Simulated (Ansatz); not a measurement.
Stability checks on a candidate for KBr

The structure comes from a generated guess, relaxed at this level; another structure or a mixture of phases may lie lower.

Level of theory: DFT PBE, scalar-relativistic, plane waves, PAW (Ansatz 0.2.0). Plane waves to 420 eV, a 6×6×6 mesh through Γ for the 2-atom cell and 0.02 eV Gaussian smearing; no spin polarisation.

```
K Br
1.0
     4.03875    0.00000    0.00000
     0.00000    4.03875    0.00000
     0.00000    0.00000    4.03875
K Br
1 1
Direct
  0.50000 0.50000 0.50000
  0.00000 0.00000 0.00000
```

Formation energies are uncorrected and refer to the elements' standard structures at the same level. The references include crystalline Br.

Problem. These tests were run: energy against the elements; phonons on a 2×2×2 q mesh; elastic tensor. What do they show?

Solution.

```tsv
test	result
energy against the elements	−1.696 eV/atom
phonons on a 2×2×2 q mesh	no imaginary mode on the mesh
elastic tensor	least eigenvalue 3 GPa
```

It fails none of these tests. Whether a mixture of other phases lies lower isn't tested here.

The reference form of Br is held partly by dispersion forces, which this level lacks. The run for the phonons used a 6×6×6 k mesh. The run for the elastic tensor used a 6×6×6 k mesh.
